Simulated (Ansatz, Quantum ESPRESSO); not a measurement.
**One calculation of Bi, 3 ways**

```xyz
2
Lattice="3.4886 -3.1326 0.0000 3.4886 3.1326 0.0000 -1.2602 0.0000 3.1136" Properties=species:S:1:pos:R:3 pbc="T T T"
Bi    4.1738    0.0000    2.6695
Bi    1.5432    0.0000    0.4440
```

This isn't the form of Bi at room conditions, which is rhombohedral.

Alike in all runs: task band structure; functional PBEsol; k mesh 6 × 6 × 9; occupations fermi-dirac, width 0.05 eV; no spin polarisation; no spin-orbit coupling. Pressure is positive in compression and, in plane waves, holds the error of the finite cutoff, which Ansatz's Pulay term estimates and takes out.

```csv
program and potentials,plane-wave cutoff (eV),notes,pressure (GPa),largest force (eV/Å)
"Quantum ESPRESSO, PseudoDojo 0.4.1 SR PBEsol standard",898,-,-2.46,0.052
"Ansatz, PAW datasets made for the crystal",260,-,-2.44,0.059
"Ansatz, all-electron LAPW, scalar-relativistic",-,-,-2.44,0.059
```

Force on atom 1 (Bi), eV/Å:

| program and potentials | x | y | z |
| --- | --- | --- | --- |
| Quantum ESPRESSO, PseudoDojo 0.4.1 SR PBEsol standard | 0.046 | 0.000 | 0.025 |
| Ansatz, PAW datasets made for the crystal | 0.052 | 0.000 | 0.028 |
| Ansatz, all-electron LAPW, scalar-relativistic | 0.052 | 0.000 | 0.028 |

The pressure spans -2.46 (Quantum ESPRESSO, PseudoDojo 0.4.1 SR PBEsol standard) to -2.44 GPa (Ansatz, all-electron LAPW, scalar-relativistic), with all-electron results at -2.44.

Differences between rows come from potentials, basis sets and numerical settings, since the functional is the same but for its coding. Runs on potential files found faulty are left out.
